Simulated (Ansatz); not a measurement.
**Run on Eu (Fm-3m) — anisotropy by the force theorem**

These are results of DFT, PBE, all-electron PAW with datasets made for the crystal, scalar-relativistic in Ansatz 0.2.0, not measurements.

Command: `ansatz run input.yaml --threads 2 --pin off --max-ram 4096MiB --backend cpu --events-out ev --progress --plain --runs-dir out`

```yaml
crystal:
  lattice:
    - [0.0, 2.7893026914, 2.7893026914]
    - [2.7893026914, 0.0, 2.7893026914]
    - [2.7893026914, 2.7893026914, 0.0]
  atoms:
    - { symbol: Eu, position: [0.0, 0.0, 0.0], spin: 7.2 }
magnetization:
  spin_polarized: true
kpoints:
  mp_grid: { grid: [8, 8, 8] }
scf:
  occupations: { method: fermi_dirac, width: 0.05 }
hamiltonian:
  xc: pbe
  pseudopotentials: { kind: all_electron, datasets: crystal }
output:
  eigenvalues: false
  eigenstates:
    nscf_kmesh: { grid: [12, 12, 12] }
    top_band: c30
    magnetocrystalline_anisotropy:
      directions:
        - [0.0, 0.0, 1.0]
        - [0.57735027, 0.57735027, 0.57735027]
        - [0.70710678, 0.70710678, 0.0]
```

Output:

```
Warning: where an SCF of this run starts from atoms to list the orders of its open shells, Eu (site 0, from 0) starts with 6.00 μB on its 4f shell and 1.00 μB on its 5d shell, in the place of the 7.20 μB that the deck gives it: its open shells can hold no more by Hund's first rule. To start from spheres of the given moment, type scf.initial_density.shell_occupations: []
settings of this run that can trade accuracy for cost: output.eigenvalues: false. Do not mix this run's numbers with those of runs without the same settings; the input reference describes each key
hamiltonian.pseudopotentials.datasets: crystal makes datasets for this crystal and solves the spheres of its atoms anew in each pass: cutoff 290.0 eV, the density's 1160.0 eV; for an error of 0.50 meV an atom under PBE, 0.5 meV for the cell; an energy difference from a run of another recipe may be off by several times the error for the cell, under r2SCAN by more, where some 0.1 meV an atom stays a …
band count auto-derived: 18 (N_el = 17.0; filled up to band 9; 17 by the electrons, moments and atoms)
Engine: ansatz 0.2.0
Pseudopotentials: kind: all_electron
Pseudopotential: Eu, paw, valence charge 17, recommended cutoff 290 eV (normal), crystal/all_electron/pbe/scalar/gaussian/Eu, Koelling and Harmon's equation, gaussian nucleus
Functional definition: PBE
  parameter kappa = 0.804
  parameter beta = 0.06672455060314922
  exchange = pbe_x(kappa = kappa, mu = beta*pi^2/3)
  correlation = pbe_c(beta = beta)
a search for the magnetic state begins, with frozen cores and fixed partial waves. It gives no result and prints no iterations
the search for the magnetic state of this step took 12 SCF iterations with frozen cores. It stayed in its first state, in which the spheres begin
Crystal: 1 atoms, lattice volume = 43.403 Å³
Basis set: ecut = 290 eV, 531 PW (Γ), exchange–correlation on 48×48×48 points (8 copies of the dense FFT grid, shifted against one another)
Bands: 18, of which v1, the nominal top of the filled ones, is band 9 counted from 1 (8 counted from 0)
Symmetry: 48 space group operations
Space group: Fm-3m (ITA 225), of the structure as read, at distance tolerance 3.5e-5 Å
Magnetic group: BNS 225.116 (UNI 1618), of the structure as read, at distance tolerance 3.5e-5 Å
k-points: 29 of 512
Non-local potential: Eu, projectors of the file, l = 0: 2, l = 1: 2, l = 2: 1, l = 3: 2
PAW form: soft (Blöchl's): semilocal exchange-correlation on the pseudo side does not see the compensation charge
PAW one-centre angular grid: Eu, 590 points (default); XC on its mesh's 1841 points in the sphere
Initial density: read from a saved state, or passed on in memory by an earlier SCF of this step, an earlier step, the calling program or the single point that the run made first
Starting moments: Σ|m| = 7.2 μB on 1 of 1 site; this step starts from the density that it was given
Initial wavefunctions: pseudopotential atomic-orbital guess
Functional: x = pbe(κ = 0.804, μ = 0.2195149727645171), c = pbe(β = 0.06672455060314922)
iter 1 solved again at ethr=2.01e-3 eV; its pass at ethr=1.00e-1 eV (dr2=3.41e-1 eV) is discarded
SCF iter   1: F=—  HF=-295071.446216 eV  |F-HF|=—  |Δ(HF+E_count)|=         —  Δρ=2.74e-2 (↑2.74e-2 ↓2.02e-3)  dr2=3.28e-1  dr2_m=6.72e-2  M=7.562 μB ∫|m|=7.562 μB  β_m=0.30  ethr=2.01e-3  ⟨swp⟩=2.7  Hψ=5660  notcnv=0
preconditioner: auto → none  [insulator: Δε(μ)=0.110 eV  Ē_g=12.268 eV  σ=0.050 eV  W_gap=0.50  n_scr=14 (ndim 8)  ℏωp=21.8 eV  f_vac=0.000  D(μ)=1.31/eV (n_scr^D=14)  ε∞_Penn≈4.2]
[...]
SCF iter   7: F=—  HF=-295071.318255 eV  |F-HF|=—  |Δ(HF+E_count)|=   9.32e-5  Δρ=8.28e-5 (↑8.28e-5 ↓3.76e-5)  dr2=1.78e-6  dr2_m=1.21e-6  M=7.526 μB ∫|m|=7.526 μB  β_m=0.90  ethr=3.71e-6  ⟨swp⟩=2.3  Hψ=2247  notcnv=0
SCF iter   8: F=—  HF=-295071.318259 eV  |F-HF|=—  |Δ(HF+E_count)|=   3.76e-6  Δρ=2.58e-5 (↑6.51e-6 ↓2.58e-5)  dr2=2.92e-7  dr2_m=7.14e-8  M=7.526 μB ∫|m|=7.526 μB  β_m=0.95  ethr=1.05e-8  ⟨swp⟩=3.9  Hψ=2740  notcnv=0
[...]
Absolute magnetization: 7.5260 μB (∫|ρ↑−ρ↓|)
Spin contamination: -0.0052 ħ² per cell (⟨S²⟩ above its minimum at these occupations)
Per-site moments (μB) at R_I (Å): [(7.197503611053605, 1.6271762494934332)]
Free energy (F): -295071.318259 eV
Harris-Foulkes:  -295071.318259 eV  (|F-HF|=5.82e-11)
Internal energy: -295071.306243 eV  (E = F + TS)
E sigma→0 (E₀):  -295071.312251 eV
Entropy (-TS):   -0.012016 eV (-12.016 meV/atom)
Past the cutoff: waves up to 1.5 times it would add -0.001896 eV an atom, which no energy here includes
By the cutoff:   a pressure is off by up to 0.046 GPa (6 times that energy over an atom's volume, and 0.004 GPa: a bound that held against runs at twice the plane waves)
Past the cutoffs: a stress includes 0.0197 GPa for waves and charges beyond them
In the spheres:  the bands' charges fall short by 2.9e-6 e at most (sound up to 1e-3)
Fermi energy:    10.468455 eV
--- Per-component energies (eV) ---
  E_band       = -22.331966
  E_kinetic    = 222.391940
  E_local      = -1796.014932  (includes V_loc(G=0)·N_el)
  E_nonlocal   = 209.937984
  E_hartree    = 836.923313
  E_xc         = -108.165093
  E_vxc        = -140.117085  (∫ρ·V_xc dr)
  E_paw        = -297367.790296  (= ΣΔE_a)
  E_vpaw       = -4833.885615  (= ΣTr[D̂ρ^β])
  E_ewald      = -1710.095172
  E_smearing   = -0.012016  (= −TS)
  E_closure    = 4641.506013  (closes the sum)
  Σ components = -295071.318259   (vs F -295071.318259, Δ=0.00e0)
  The terms above E_closure are by the made datasets' own strengths, without shells solved beside the bands.
--- Band table (eV; the first three rows and the last of 58) ---
  k-point 0 ↑: bands = ["-31.0386", "-9.6691", "-9.6691", "-9.6691", "6.1179", "9.8828", "9.9854", "9.9854", "9.9854", "10.0938", "10.0938", "10.0938", "12.2519", "12.2519", "12.2519", "14.1189"]
  k-point 1 ↑: bands = ["-31.0345", "-9.7308", "-9.6772", "-9.6772", "6.4436", "9.8820", "9.9766", "9.9958", "9.9958", "10.0656", "10.0656", "10.0946", "11.9304", "12.4122", "12.4122", "13.9776"]
  k-point 2 ↑: bands = ["-31.0245", "-9.8760", "-9.6965", "-9.6965", "7.3009", "9.8908", "9.9554", "10.0005", "10.0005", "10.0385", "10.0385", "10.0963", "11.3492", "12.5004", "12.5004", "14.1206"]
  k-point 28 ↓: bands = ["-27.8554", "-7.5877", "-7.5877", "-7.4472", "10.7981", "11.8898", "11.8898", "13.3508", "14.6232", "14.6232", "14.8096", "14.8536", "14.8570", "14.8570", "15.2462", "17.2979"]
settings of this run that can trade accuracy for cost: output.eigenvalues: false. Do not mix this run's numbers with those of runs without the same settings; the input reference describes each key
```

magnetocrystalline_anisotropy.tsv:

```
# direction_x	direction_y	direction_z	energy_mev	energy_tetrahedra_mev	beyond_first_order_mev	atom_0_mev	spread_mev	spread_tetrahedra_mev	orbital_0_along_direction_mub
# format = ansatz-magnetocrystalline-anisotropy/3
# nscf_kmesh_grid = 12 12 12
# nscf_kmesh_shift = 0 0 0
# n_bands = 39
# occupation_method = fermi_dirac
# smearing_width_ev = 0.05
# xc_rung = gga
# a1_ang = 0 2.7893 2.7893
# a2_ang = 2.7893 0 2.7893
# a3_ang = 2.7893 2.7893 0
# atom = 0 Eu 0 0 0
# kernel_functional = own
# kernel_scale = 1.046
# goldstone_residual = 0.022676
# bands_end_over_fermi_ev = 32.854
# easy_direction_run = 1
# easy_direction_tetrahedra = 1
0	0	1	0	0	0.043762	0	0	0	-0.25839
0.57735	0.57735	0.57735	-0.09493	-0.2681	0.052578	-0.15693	0.34302	0.80518	-0.25945
0.70711	0.70711	0	-0.091368	-0.26352	0.051472	-0.17245	0.44104	0.80908	-0.25997
```

Site moments (μB): Eu 7.20. Cell moment 7.53 μB.

The spread over coarser sub-meshes exceeds the differences between directions, so this mesh may not resolve the easy direction.

The magnetic group in the log treats spin as a scalar label, without spin–orbit coupling.

Without U a semilocal functional puts the f levels too near the Fermi level, which can change moments and the order of magnetic states; site and cell moments are spin moments. With open f shells a run can end in a state that isn't the lowest. The program couldn't verify every level among the many empty bands that the force theorem sums over. None of this fixes the real material's magnetic order: only patterns that fit the cell were computed, at zero temperature, with a functional that can overstate moments.

It took 34 s on 2 threads of Arm Neoverse V1, with other jobs on the host, peak memory 0.58 GiB.
